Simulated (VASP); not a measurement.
Runs of VASP 6.6.1 on MnSb. The structure is hexagonal, space group P6_3/mmc (No. 194). The conventional cell has a = 4.150 Å, b = 4.150 Å, c = 5.780 Å, α = 90.00°, β = 90.00°, γ = 120.00°. Sb (site symmetry -6m2) is surrounded by 6 Mn at 2.80 Å. Mn (site symmetry -3m) is surrounded by 6 Sb at 2.80 Å and 2 Mn at 2.89 Å. 

```csv
level,potentials or basis,spin,U,cutoff (eV),smearing,LDAUTYPE,hund's J,gap on the mesh (eV),pressure (GPa),moment (μB)
PBE,"VASP PAW PBE potentials, release 64 (Sb, Mn_pv)","collinear, ferromagnetic start",-,520,gaussian 0.02 eV,-,-,none,-3.4,(a)
LDA+U,"VASP PAW LDA potentials, release 64 (Sb, Mn)","collinear, ferrimagnetic start","Mn d U = 3 eV, J = 0.5 eV",500,tetrahedron,2,0.5,none,(b),0.00
PBE,"VASP PAW PBE potentials, release 64 (Sb, Mn_pv)","collinear, ferromagnetic start",-,520,fermi-dirac 0.05 eV,-,-,none,-3.2,6.71
PBE,"VASP PAW PBE potentials, release 64 (Sb_d_GW, Mn_GW)","collinear, ferromagnetic start",-,550,gaussian 0.1 eV,-,-,none,-3.4,6.72
```

Alike in all rows: task single point; cell as given; k mesh 7 × 7 × 5.

**Question.** Fill in the values left out.

**Answer.** (a) 6.68; (b) -3.6.

Caveats: the U is typed as a test and isn't derived for this compound (some runs).

A k mesh can miss the band edges, and the runs leave out spin-orbit coupling on Sb.

A gap of «none» marks a metal or a gap under the smearing width.

Not every run made on this cell is shown here.
